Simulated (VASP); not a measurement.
Here is a VASP 6.6.1 calculation.

Contents of INCAR:

```
PREC     = Accurate       # precision mode
ENCUT    = 520            # plane-wave cutoff, eV
EDIFF    = 1E-6           # SCF threshold, eV
ISMEAR   = -1             # smearing method
SIGMA    = 0.1551         # smearing width, eV
LREAL    = Auto         
LASPH    = True           # aspherical terms in the spheres
NELM     = 100            # most SCF steps
ALGO     = Fast           # electronic algorithm
ISIF     = 2              # what is computed and relaxed
LWAVE    = False          # write WAVECAR
LCHARG   = False          # write CHGCAR
GGA      = PE             # functional
NBANDS   = 93             # bands
```

KPOINTS

```
Automatic mesh
0
Gamma
  2 2 2
  0.5 0.5 0.5
```

Contents of POSCAR:

```
SnO2
1.0
    4.8819102722      0.0000000000     -3.3044611570
    0.0000000000      4.9620294086     -3.3044611570
    4.8819102722      4.9620294086      3.3044611570
Sn O
6 12
Direct
    0.0143629790     -0.0025171536      0.4936768787
    0.6557345344      0.6605086425      0.8260180167
    0.3300208693      0.3453396930      0.1667711372
   -0.0070925231      0.0052936834      0.0057854528
    0.6796821533      0.6513341512      0.3333419959
    0.3191150874      0.3371015524      0.6677232057
    0.1353309497      0.0545213602      0.2124581135
    0.7776862408      0.7837328471      0.5251306168
    0.4386183940      0.4231465568      0.8793402823
    0.3278076704      0.7092885771      0.5648195507
    0.9908213613      0.3666490141      0.8329694303
    0.6585220925      0.0254775124      0.1466266671
    0.7039153607      0.2781519150      0.4833133422
    0.3332707791      0.9930835344      0.8391919826
    0.0305598786      0.6553806844      0.1775774986
    0.2635811545      0.2098976479      0.4490218648
    0.8380801182      0.9572731251      0.7914531088
    0.5624776817      0.5652064555      0.1476865382
```

Potentials or basis: VASP PAW PBE potentials, release 64 (Sn_d, O).

The run is started by

```console
$ cat potpaw_PBE.64/Sn_d/POTCAR potpaw_PBE.64/O/POTCAR > POTCAR
$ mpirun -np 1 vasp_std > vasp.out
```

(1) Predict the pressure.

(2) What does it give for the band gap on the k mesh?

(3) What does it give for the largest force?

Results:

(1) -6.2 GPa.

(2) 1.68 eV, direct.

(3) 2.575 eV/Å.

Caveat: the k mesh is coarse (spacing up to 0.57 Å⁻¹), so the values aren't converged; spin-orbit coupling is left out, which moves the levels of the heavy elements; forces of over 1 eV/Å show positions far from the minimum, so gaps and moduli don't describe the material at rest.
